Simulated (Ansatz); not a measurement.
# H3C8: the cost of one run

All numbers below are computed with Ansatz 0.2.0 (DFT LDA, plane waves, PAW, scalar-relativistic, no spin polarisation).

## (1) The system as given

The cell holds 22 atoms (C16H6): a = 5.049 Å, b = 5.049 Å, c = 15.776 Å, α = 90.00°, β = 90.00°, γ = 60.00°.

Its coordinates follow in the input file.

## (2) Relaxing the start

The input, input.yaml:

```yaml
crystal:
  lattice:
    - [5.048742, 0.0, 0.0]
    - [2.524371, 4.372339, 0.0]
    - [0.0, 0.0, 15.776426]
  atoms:
    - { symbol: H, position: [0.1666667, 0.1666667, 0.0633857] }
    - { symbol: H, position: [0.6666667, 0.1666667, 0.0633857] }
    - { symbol: H, position: [0.1666667, 0.6666667, 0.0633857] }
    - { symbol: H, position: [0.6666667, 0.6666667, 0.0633857] }
    - { symbol: C, position: [0.1666667, 0.1666667, 0.13311] }
    - { symbol: C, position: [0.6666667, 0.1666667, 0.13311] }
    - { symbol: C, position: [0.1666667, 0.6666667, 0.13311] }
    - { symbol: C, position: [0.6666667, 0.6666667, 0.13311] }
    - { symbol: C, position: [-0.1666667, 0.3333333, 0.1657717] }
    - { symbol: C, position: [0.3333333, 0.3333333, 0.1657717] }
    - { symbol: C, position: [-0.1666667, 0.8333333, 0.1657717] }
    - { symbol: C, position: [0.3333333, 0.8333333, 0.1657717] }
    - { symbol: C, position: [-0.1666667, 0.3333333, 0.2637569] }
    - { symbol: C, position: [0.3333333, 0.3333333, 0.2637569] }
    - { symbol: C, position: [-0.1666667, 0.8333333, 0.2637569] }
    - { symbol: C, position: [0.3333333, 0.8333333, 0.2637569] }
    - { symbol: C, position: [0.0, 0.0, 0.2964186] }
    - { symbol: C, position: [0.5, 0.0, 0.2964186] }
    - { symbol: C, position: [0.0, 0.5, 0.2964186] }
    - { symbol: C, position: [0.5, 0.5, 0.2964186] }
    - { symbol: H, position: [0.0, 0.5, 0.3661429] }
    - { symbol: H, position: [0.5, 0.5, 0.3661429] }
basis:
  ecutwfc: 420.0
kpoints:
  mp_grid: { grid: [3, 3, 1] }
hamiltonian:
  xc: lda
  pseudopotentials: { kind: paw, azcp: { folder: soft_1 } }
scf:
  occupations: { method: fermi_dirac, width: 0.02 }
  lower_state_search: "off"
relax:
  f_tol: 0.08
  max_steps: 25
  adjacent_minimum: "off"
  constraints: [{ sites: [0, 1, 2, 3, 4, 5, 6, 7, 8, 9, 10, 11] }]
```

Run with:

```sh
> ansatz run input.yaml --threads 1 --pin off --max-ram 3072MiB --backend cpu --events-out ev --progress --plain --runs-dir out
```

Q: Estimate wall time and peak memory on 1 thread of Intel Xeon Platinum 8488C (Sapphire Rapids), shared host.

About 21 s, with a peak of 0.49 GiB.
